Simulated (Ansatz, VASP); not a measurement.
Two plane-wave programs on ZnS

INCAR

```
ALGO = Normal
EDIFF = 1E-6
ENCUT = 520
GGA = PE
ISIF = 2
ISMEAR = 0
LASPH = T
LCHARG = F
LREAL = F
LWAVE = F
NBANDS = 16
NELM = 80
PREC = Accurate
SIGMA = 0.05
```

Contents of KPOINTS:

```
k-points
0
Gamma
  10 10 10
```

Contents of POSCAR:

```
ZnS
1.0
    0.0000000000      2.6640802500      2.6235105000
    2.6640802500      0.0000000000      2.6235105000
    2.6640802500      2.6640802500      0.0000000000
Zn S
1 1
Direct
    0.0000000000      0.0000000000      0.0000000000
    0.7500000000      0.7500000000      0.7500000000
```

Input for Ansatz:

```yaml
crystal:
  lattice:
    - [0.0, 2.66408025, 2.6235105]
    - [2.66408025, 0.0, 2.6235105]
    - [2.66408025, 2.66408025, 0.0]
  atoms:
    - { symbol: Zn, position: [0.0, 0.0, 0.0] }
    - { symbol: S, position: [0.75, 0.75, 0.75] }
basis:
  ecutwfc: 420
kpoints:
  mp_grid: { grid: [10, 10, 10] }
hamiltonian:
  xc: pbe
scf:
  occupations: { method: gaussian, width: 0.05 }
output:
  forces: true
  stress: true
  eigenvalues: true
```

Change from the starting cell: strain -0.015 along x and y, -0.030 along z, atoms carried along.

Alike in both runs: task single point; functional PBE; k mesh 10 × 10 × 10; occupations gaussian, width 0.05 eV; no spin polarisation.

```csv
,VASP,Ansatz
version,VASP 6.6.1,Ansatz 0.2.0
potentials or method,"VASP PAW PBE potentials, release 64 (Zn, S)","scalar-relativistic, plane waves, PAW"
plane-wave cutoff (eV),520,420
valence electrons in the cell,18,18
```

```tsv
	VASP	Ansatz	Ansatz less VASP
gap on the k mesh at the Fermi level (eV)	2.34	2.33	-0.009
least direct gap on the mesh (eV)	2.34	2.33	-0.009
pressure (GPa)	6.7	6.6	-0.14
largest component of the traceless stress (GPa)	0.37	0.37	+0.001
```
